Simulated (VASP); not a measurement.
# La2O3 (P-3m1) in VASP: settings compared

Aim: see how the results for La2O3 move with the level of theory and the settings. Levels: LDA, PBE+D3(BJ). Tasks: relaxation of cell and atoms.

Everything below comes from runs of VASP 6.6.1. Logs are shortened: lines on timing, memory, paths and dates and some standing lists are left out, and cuts for length are marked.

### 1 Starting point

It takes space group P-3m1 (No. 164, trigonal). Conventional cell: a = 3.931 Å, b = 3.931 Å, c = 6.112 Å, α = 90.00°, β = 90.00°, γ = 120.00°. Around La (site symmetry 3m) lie 4 O at 2.36 to 2.44 Å. O (site symmetry 3m) has 4 La at 2.36 to 2.44 Å as nearest neighbours. O (site symmetry -3m) has 6 La at 2.72 Å as nearest neighbours.

The cell is a database's computed one.

### 2 Relaxation of cell and atoms, LDA

File INCAR:

```
SYSTEM = La2O3
ALGO = Normal
EDIFF = 1E-6
EDIFFG = -0.01
ENCUT = 600
IBRION = 2
ISIF = 3
ISMEAR = 0
LASPH = .TRUE.
LCHARG = .FALSE.
LREAL = .FALSE.
LWAVE = .FALSE.
NELM = 80
NSW = 90
PREC = Accurate
SIGMA = 0.03
```

File KPOINTS:

```
k-points
0
G
  9 9 5
  0 0 0
```

File POSCAR:

```
La2O3
1.0
    3.9307778780      0.0000000000      0.0000000000
   -1.9653889390      3.4041534990      0.0000000000
    0.0000000000      0.0000000000      6.1119535200
La O
2 3
Direct
    0.6666666700      0.3333333300      0.7537643200
    0.3333333300      0.6666666700      0.2462356800
    0.6666666700      0.3333333300      0.3541093500
    0.3333333300      0.6666666700      0.6458906500
    0.0000000000      0.0000000000      0.0000000000
```

Potentials or basis: VASP PAW LDA potentials, release 64 (La, O).

The run is started by

```console
cat potpaw_LDA.64/La/POTCAR potpaw_LDA.64/O/POTCAR > POTCAR
mpirun -np 1 vasp_std > vasp.out
```

OUTCAR:

```text
SYSTEM = La2O3
   EDIFF = 1E-6
   EDIFFG = -0.01
   ENCUT = 600
   IBRION = 2
   ISIF = 3
   ISMEAR = 0
   LASPH = .TRUE.
   LREAL = .FALSE.
   NELM = 80
   NSW = 90
   PREC = Accurate

 ion  position               nearest neighbor table
   1  0.667  0.333  0.754-   4 2.36   4 2.36   4 2.36   3 2.44   5 2.72   5 2.72   5 2.72
   2  0.333  0.667  0.246-   3 2.36   3 2.36   3 2.36   4 2.44   5 2.72   5 2.72   5 2.72
   3  0.667  0.333  0.354-   2 2.36   2 2.36   2 2.36   1 2.44
   4  0.333  0.667  0.646-   1 2.36   1 2.36   1 2.36   2 2.44
   5  0.000  0.000  0.000-   1 2.72   2 2.72   1 2.72   2 2.72   1 2.72   2 2.72

  LATTYP: Found a hexagonal cell.
 ALAT       =     3.9307778780
 C/A-ratio  =     1.5548966921

  Lattice vectors:

 A1 = (   3.9307778780,   0.0000000000,   0.0000000000)
 A2 = (  -1.9653889390,   3.4041534990,   0.0000000000)
 A3 = (   0.0000000000,   0.0000000000,   6.1119535200)

Analysis of symmetry for initial positions (statically):
=====================================================================
 Subroutine PRICEL returns:
 Original cell was already a primitive cell.

 Routine SETGRP: Setting up the symmetry group for a
 hexagonal supercell.

 Subroutine GETGRP returns: Found 12 space group operations
 (whereof 12 operations were pure point group operations)
 out of a pool of 24 trial point group operations.

The static configuration has the point symmetry D_3d.

Analysis of symmetry for dynamics (positions and initial velocities):
=====================================================================
 Subroutine PRICEL returns:
 Original cell was already a primitive cell.

 Routine SETGRP: Setting up the symmetry group for a
 hexagonal supercell.

 Subroutine GETGRP returns: Found 12 space group operations
 (whereof 12 operations were pure point group operations)
 out of a pool of 24 trial point group operations.

The dynamic configuration has the point symmetry D_3d.

 Subroutine INISYM returns: Found 12 space group operations
 (whereof 12 operations are pure point group operations),
 and found     1 'primitive' translations

----------------------------------------------------------------------------------------

                                     Primitive cell

  volume of cell :      81.7839

  direct lattice vectors                    reciprocal lattice vectors
     3.930777878  0.000000000  0.000000000     0.254402571  0.146879393  0.000000000
    -1.965388939  3.404153499  0.000000000     0.000000000  0.293758786  0.000000000
     0.000000000  0.000000000  6.111953520     0.000000000  0.000000000  0.163613810

  length of vectors
     3.930777878  3.930777878  6.111953520     0.293758786  0.293758786  0.163613810

  position of ions in fractional coordinates (direct lattice)
     0.666666670  0.333333330  0.753764320
     0.333333330  0.666666670  0.246235680
     0.666666670  0.333333330  0.354109350
     0.333333330  0.666666670  0.645890650
     0.000000000  0.000000000  0.000000000

  ion indices of the primitive-cell ions
   primitive index   ion index
                 1           1
                 2           2
                 3           3
                 4           4
                 5           5

----------------------------------------------------------------------------------------

 KPOINTS: k-points

Automatic generation of k-mesh.
 Grid dimensions read from file:
 generate k-points for:    9    9    5

 Generating k-lattice:

  Cartesian coordinates                     Fractional coordinates (reciprocal lattice)
     0.028266952  0.016319933  0.000000000     0.111111111  0.000000000  0.000000000
     0.000000000  0.032639865  0.000000000     0.000000000  0.111111111  0.000000000
     0.000000000  0.000000000  0.032722762     0.000000000  0.000000000  0.200000000

  Length of vectors
     0.032639865  0.032639865  0.032722762

  Shift w.r.t. Gamma in fractional coordinates (k-lattice)
     0.000000000  0.000000000  0.000000000

 Subroutine IBZKPT returns following result:
 ===========================================

[... 41 lines left out ...]
 non-spin polarized calculation
 Gauss-broadening in eV      SIGMA  =   0.03
  energy-cutoff  :      600.00
  volume of cell :       81.78
 maximum number of plane-waves:      2749
   NGX = 15   NGY = 15   NGZ = 25

--------------------------------------- Ionic step        1  -------------------------------------------

 number of electron      40.0000000 magnetization

 Free energy of the ion-electron system (eV)
  ---------------------------------------------------
  ext. energy  EPLUGINS =         0.00000000
  ---------------------------------------------------
  free energy    TOTEN  =       -45.82686293 eV

  energy without entropy =      -45.82686293  energy(sigma->0) =      -45.82686293

------------------------ aborting loop because EDIFF is reached ----------------------------------------

  FORCE on cell =-STRESS in cart. coord.  units (eV):
  Direction    XX          YY          ZZ          XY          YZ          ZX
  --------------------------------------------------------------------------------------
  -------------------------------------------------------------------------------------
  Total       -3.4157190     -3.4157190     -3.1225775      0.0000000      0.0000000      0.0000000
  in kB      -66.9152394    -66.9152395    -61.1724854      0.0000000      0.0000000      0.0000000
  external PRESSURE =     -65.0009881 kB  Pullay stress =       0.0000000 kB
[... 98 lines left out ...]
  FREE ENERGIE OF THE ION-ELECTRON SYSTEM (eV)
  ---------------------------------------------------
  free  energy   TOTEN  =       -45.9045328716 eV

  energy  without entropy=      -45.9045328716  energy(sigma->0) =      -45.90453287

[... ionic steps 4 to 9 ...]

--------------------------------------- Ionic step       10  -------------------------------------------

 number of electron      40.0000001 magnetization

------------------------ aborting loop because EDIFF is reached ----------------------------------------

  FORCE on cell =-STRESS in cart. coord.  units (eV):
  Direction    XX          YY          ZZ          XY          YZ          ZX
  --------------------------------------------------------------------------------------
  -------------------------------------------------------------------------------------
  Total        0.0329005      0.0329005      0.0894449      0.0000000      0.0000000      0.0000000
  in kB        0.6797867      0.6797867      1.8480997      0.0000000      0.0000000      0.0000000
  external PRESSURE =       1.0692244 kB  Pullay stress =       0.0000000 kB
[... 63 lines left out ...]
  energy  without entropy=      -45.9123755345  energy(sigma->0) =      -45.91237553

--------------------------------------- Ionic step       12  -------------------------------------------

 number of electron      40.0000001 magnetization

 Free energy of the ion-electron system (eV)
  ---------------------------------------------------
  ext. energy  EPLUGINS =         0.00000000
  ---------------------------------------------------
  free energy    TOTEN  =       -45.91239952 eV

  energy without entropy =      -45.91239952  energy(sigma->0) =      -45.91239952

 E-fermi :   6.3370     XC(G=0): -11.1961

 val. band max:        6.1827404231   @ k =  -0.2222  -0.4444   0.4000
 cond. band min:       9.9583861391   @ k =   0.3333   0.3333   0.0000
 fundamental gap:      3.7756457160
 Fermi energy:         6.3370384637

 k-point     1 :       0.0000    0.0000    0.0000
  band No.  band energies     occupation
      1     -23.2879      2.00000
      2     -22.9525      2.00000
      3     -10.7078      2.00000
      4      -9.2586      2.00000
      5      -8.8373      2.00000
      6      -6.7845      2.00000
[... 637 lines left out ...]
     23      11.2477      0.00000
     24      11.4691      0.00000

 [... further k-points ...]

------------------------ aborting loop because EDIFF is reached ----------------------------------------

  FORCE on cell =-STRESS in cart. coord.  units (eV):
  Direction    XX          YY          ZZ          XY          YZ          ZX
  --------------------------------------------------------------------------------------
  -------------------------------------------------------------------------------------
  Total        0.0165090      0.0165090      0.0078240      0.0000000      0.0000000      0.0000000
  in kB        0.3411066      0.3411066      0.1616587      0.0000000      0.0000000      0.0000000
  external PRESSURE =       0.2812906 kB  Pullay stress =       0.0000000 kB
[... 20 lines left out ...]
  FREE ENERGIE OF THE ION-ELECTRON SYSTEM (eV)
  ---------------------------------------------------
  free  energy   TOTEN  =       -45.9123995243 eV

  energy  without entropy=      -45.9123995243  energy(sigma->0) =      -45.91239952

 reached required accuracy - stopping structural energy minimisation
```

It took 13 min on 1 thread of Intel Xeon Platinum 8375C at 2.90GHz (Ice Lake), shared host; peak memory 0.27 GiB.

Results:

| Item | Value |
| --- | --- |
| Free energy | -45.9124 eV |
| Relaxed volume | 15.51 Å³/atom |
| Relaxed cell | a = 3.882 Å, b = 3.882 Å, c = 5.943 Å, α = 90.00°, β = 90.00°, γ = 120.00° |
| Space group after relaxing (to 0.05 Å) | P-3m1 (No. 164) |
| Energy gained by relaxing | 17.1 meV/atom |
| Ionic steps | 12 |
| Pressure after relaxing | 0.0 GPa |
| Largest force after relaxing | 0.007 eV/Å |
| Band gap on the k mesh | 3.78 eV, indirect (least direct gap 3.80 eV) |

Forces in eV/Å, atoms in the order of the input:
```
La   0.000  0.000 -0.003
La   0.000  0.000  0.003
O    0.000  0.000 -0.007
O    0.000  0.000  0.007
O    0.000  0.000  0.000
```

The path:
```tsv
step	energy change (eV)	largest force (eV/Å)	pressure (GPa)	volume (Å³)
1	0.0000	0.1615	-6.50	81.78
2	0.0317	0.8524	8.90	74.18
3	-0.0777	0.2706	-0.19	78.18
4	-0.0777	0.2799	-0.06	78.11
5	-0.0834	0.0455	0.04	77.78
6	-0.0837	0.0438	0.08	77.67
7	-0.0847	0.0489	-0.10	77.70
8	-0.0850	0.0538	-0.24	77.73
9	-0.0852	0.0549	0.29	77.45
10	-0.0853	0.0382	0.11	77.54
11	-0.0855	0.0116	0.03	77.54
12	-0.0855	0.0066	0.03	77.54
```

Final structure:
```
La O
1.0
     3.88163    0.00000    0.00000
    -1.94081    3.36159    0.00000
     0.00000    0.00000    5.94268
La O
2 3
Direct
  0.66667 0.33333 0.75626
  0.33333 0.66667 0.24374
  0.66667 0.33333 0.35339
  0.33333 0.66667 0.64661
  0.00000 0.00000 0.00000
```

Caveat: spin-orbit coupling is left out, which moves the levels of the heavy elements; an odd mesh through Γ misses points on the zone boundary, where band edges often lie.

### 3 Relaxation of cell and atoms, LDA

This run uses another cell than the first one, of 15.51 Å³/atom, 0.948 times its volume.

INCAR, as its differences from that of step 2:

```diff
@@ -2,4 +2,4 @@
 ALGO = Normal
-EDIFF = 1E-6
-EDIFFG = -0.01
+EDIFF = 1E-7
+EDIFFG = -0.005
 ENCUT = 600
```

KPOINTS is that of step 2.

File POSCAR:

```
La2O3                                   
1.0
    3.8816262692      0.0000000000      0.0000000000
   -1.9408131346      3.3615869572      0.0000000000
    0.0000000000     -0.0000000000      5.9426774000
  La              O             
     2     3
Direct
     0.6666666699999979    0.3333333300000021    0.7562582584536008
     0.3333333300000021    0.6666666699999979    0.2437417415463992
     0.6666666699999979    0.3333333300000021    0.3533874323933864
     0.3333333300000021    0.6666666699999979    0.6466125676066133
     0.0000000000000000    0.0000000000000000    0.0000000000000000
```

Potentials or basis: VASP PAW LDA potentials, release 64 (La, O).

The run is started by

```console
cat potpaw_LDA.64/La/POTCAR potpaw_LDA.64/O/POTCAR > POTCAR
mpirun -np 1 vasp_std > vasp.out
```

Wall time 5.2 min (1 thread of Intel Xeon Platinum 8375C at 2.90GHz (Ice Lake), shared host); peak memory 0.26 GiB.

The run converged. Its results:

- Free energy: -45.9050 eV
- Relaxed volume: 15.52 Å³/atom
- Relaxed cell: a = 3.882 Å, b = 3.882 Å, c = 5.943 Å, α = 90.00°, β = 90.00°, γ = 120.00°
- Space group after relaxing (to 0.05 Å): P-3m1 (No. 164)
- Energy gained by relaxing: 0.0 meV/atom
- Ionic steps: 8
- Pressure after relaxing: 0.0 GPa
- Band gap on the k mesh: 3.77 eV, indirect (least direct gap 3.80 eV)

Forces in eV/Å, atoms in the order of the input:
```
La   0.000  0.000  0.000
La   0.000  0.000  0.000
O    0.000  0.000 -0.003
O    0.000  0.000  0.003
O    0.000  0.000  0.000
```

Final structure:
```cif
data_structure
_symmetry_space_group_name_H-M 'P 1'
_symmetry_Int_Tables_number 1
_cell_length_a 3.8822
_cell_length_b 3.8822
_cell_length_c 5.9435
_cell_angle_alpha 90.000
_cell_angle_beta 90.000
_cell_angle_gamma 120.000
_cell_volume 77.58
loop_
_atom_site_label
_atom_site_type_symbol
_atom_site_fract_x
_atom_site_fract_y
_atom_site_fract_z
_atom_site_occupancy
La1 La 0.66667 0.33333 0.75623 1
La2 La 0.33333 0.66667 0.24377 1
O1 O 0.66667 0.33333 0.35331 1
O2 O 0.33333 0.66667 0.64669 1
O3 O 0.00000 0.00000 0.00000 1
```

Levels at points of the mesh, in eV from the valence-band top:
| k point | band 17 | band 18 | band 19 | band 20 | band 21 | band 22 | band 23 | band 24 |
| --- | --- | --- | --- | --- | --- | --- | --- | --- |
| (0.00, 0.00, 0.00) | -1.81 | -0.45 | -0.45 | -0.17 | 4.31 | 4.53 | 4.53 | 5.40 |

Caveat: spin-orbit coupling is left out, which moves the levels of the heavy elements; an odd mesh through Γ misses points on the zone boundary, where band edges often lie.

### 4 Relaxation of cell and atoms, PBE+D3(BJ)

File INCAR:

```
SYSTEM = La2O3
PREC = Accurate
ENCUT = 600
EDIFF = 1E-6
ISMEAR = 0
SIGMA = 0.03
LREAL = .False.
LASPH = .True.
NELM = 80
ALGO = Normal
ISIF = 3
LWAVE = .False.
LCHARG = .False.
GGA = PE
IVDW = 12
IBRION = 2
NSW = 90
EDIFFG = -0.01
```

File KPOINTS:

```
Automatic mesh
0
Gamma
  9 9 5
  0 0 0
```

File POSCAR:

```
La2O3
1.0
    3.9307778780      0.0000000000      0.0000000000
   -1.9653889390      3.4041534990      0.0000000000
    0.0000000000      0.0000000000      6.1119535200
La O
2 3
Direct
    0.6666666700      0.3333333300      0.7537643200
    0.3333333300      0.6666666700      0.2462356800
    0.6666666700      0.3333333300      0.3541093500
    0.3333333300      0.6666666700      0.6458906500
    0.0000000000      0.0000000000      0.0000000000
```

Potentials or basis: VASP PAW PBE potentials, release 64 (La, O).

The run is started by

```console
cat potpaw_PBE.64/La/POTCAR potpaw_PBE.64/O/POTCAR > POTCAR
mpirun -np 1 vasp_std > vasp.out
```

It took 4.1 min on 1 thread of Intel Xeon 6975P-C (Granite Rapids), shared host; peak memory 0.31 GiB.

The run converged. Its results:

```
Free energy                            : -43.1212 eV
Relaxed volume                         : 16.21 Å³/atom
Relaxed cell                           : a = 3.918 Å, b = 3.918 Å, c = 6.097 Å, α = 90.00°, β = 90.00°, γ = 120.00°
Space group after relaxing (to 0.05 Å) : P-3m1 (No. 164)
Energy gained by relaxing              : 0.6 meV/atom
Ionic steps                            : 5
Pressure after relaxing                : 0.0 GPa
Largest force after relaxing           : 0.008 eV/Å
Band gap on the k mesh                 : 3.93 eV, indirect (least direct gap 3.98 eV)
Dispersion energy per atom             : -0.261 eV
```

Forces in eV/Å, atoms in the order of the input:
```
La   0.000  0.000  0.007
La   0.000  0.000 -0.007
O    0.000  0.000 -0.008
O    0.000  0.000  0.008
O    0.000  0.000  0.000
```

Step by step:
```csv
step,energy change (eV),largest force (eV/Å),pressure (GPa),volume (Å³)
1,0.0000,0.0108,-1.17,81.78
2,0.0001,0.1306,1.22,80.37
3,-0.0026,0.0621,0.01,81.08
4,-0.0026,0.0605,0.00,81.10
5,-0.0028,0.0081,-0.04,81.05
```

Final structure:
```
La O
1.0
     3.91789    0.00000    0.00000
    -1.95895    3.39300    0.00000
     0.00000    0.00000    6.09721
La O
2 3
Direct
  0.66667 0.33333 0.75418
  0.33333 0.66667 0.24582
  0.66667 0.33333 0.35409
  0.33333 0.66667 0.64591
  0.00000 0.00000 0.00000
```

Levels at points of the mesh, in eV from the valence-band top:
```tsv
k point	band 18	band 19	band 20	band 21	band 22	band 23
(0.00, 0.00, 0.00)	-0.34	-0.34	-0.07	4.40	4.67	4.67
```

Caveat: spin-orbit coupling is left out, which moves the levels of the heavy elements; an odd mesh through Γ misses points on the zone boundary, where band edges often lie. Expect the measured gap to be larger: semilocal functionals such as PBE lack the derivative discontinuity.

### 5 Relaxation of cell and atoms, PBE+D3(BJ)

This run uses another cell than the first one, of 16.21 Å³/atom, 0.991 times its volume.

INCAR, as its differences from that of step 4:

```diff
@@ -3,3 +3,3 @@
 ENCUT = 600
-EDIFF = 1E-6
+EDIFF = 1E-7
 ISMEAR = 0
@@ -17,2 +17,2 @@
 NSW = 90
-EDIFFG = -0.01
+EDIFFG = -0.005
```

KPOINTS is that of step 4.

File POSCAR:

```
La2O3                                   
1.0
    3.9178948181      0.0000000000      0.0000000000
   -1.9589474090      3.3929964418     -0.0000000000
    0.0000000000     -0.0000000000      6.0972102393
  La              O             
     2     3
Direct
     0.6666666699999979    0.3333333300000021    0.7541807694575543
     0.3333333300000021    0.6666666699999979    0.2458192305424457
     0.6666666699999979    0.3333333300000021    0.3540933304988803
     0.3333333300000021    0.6666666699999979    0.6459066695011197
     0.0000000000000000    0.0000000000000000    0.0000000000000000
```

The run is started by

```console
cat potpaw_PBE.64/La/POTCAR potpaw_PBE.64/O/POTCAR > POTCAR
mpirun -np 1 vasp_std > vasp.out
```

Wall time 3.8 min (1 thread of Intel Xeon 6975P-C (Granite Rapids), shared host); peak memory 0.31 GiB.

It converged, with:

```
Free energy                            : -43.1201 eV
Relaxed volume                         : 16.20 Å³/atom
Relaxed cell                           : a = 3.919 Å, b = 3.919 Å, c = 6.091 Å, α = 90.00°, β = 90.00°, γ = 120.00°
Space group after relaxing (to 0.05 Å) : P-3m1 (No. 164)
Energy gained by relaxing              : 0.0 meV/atom
Ionic steps                            : 6
Pressure after relaxing                : 0.0 GPa
Band gap on the k mesh                 : 3.93 eV, indirect (least direct gap 3.98 eV)
Dispersion energy per atom             : -0.261 eV
```

Forces in eV/Å, atoms in the order of the input:
```
La   0.000  0.000 -0.003
La   0.000  0.000  0.003
O    0.000  0.000 -0.002
O    0.000  0.000  0.002
O    0.000  0.000  0.000
```

Final structure:
```
La O
1.0
     3.91877    0.00000    0.00000
    -1.95938    3.39375    0.00000
     0.00000    0.00000    6.09092
La O
2 3
Direct
  0.66667 0.33333 0.75438
  0.33333 0.66667 0.24562
  0.66667 0.33333 0.35382
  0.33333 0.66667 0.64618
  0.00000 0.00000 0.00000
```

Levels at points of the mesh, in eV from the valence-band top:
| k point | band 17 | band 18 | band 19 | band 20 | band 21 | band 22 | band 23 | band 24 |
| --- | --- | --- | --- | --- | --- | --- | --- | --- |
| (0.00, 0.00, 0.00) | -1.63 | -0.34 | -0.34 | -0.07 | 4.40 | 4.66 | 4.66 | 5.28 |

Caveat: spin-orbit coupling is left out, which moves the levels of the heavy elements; an odd mesh through Γ misses points on the zone boundary, where band edges often lie. A hybrid or GW would open this gap; PBE tends to underestimate it.
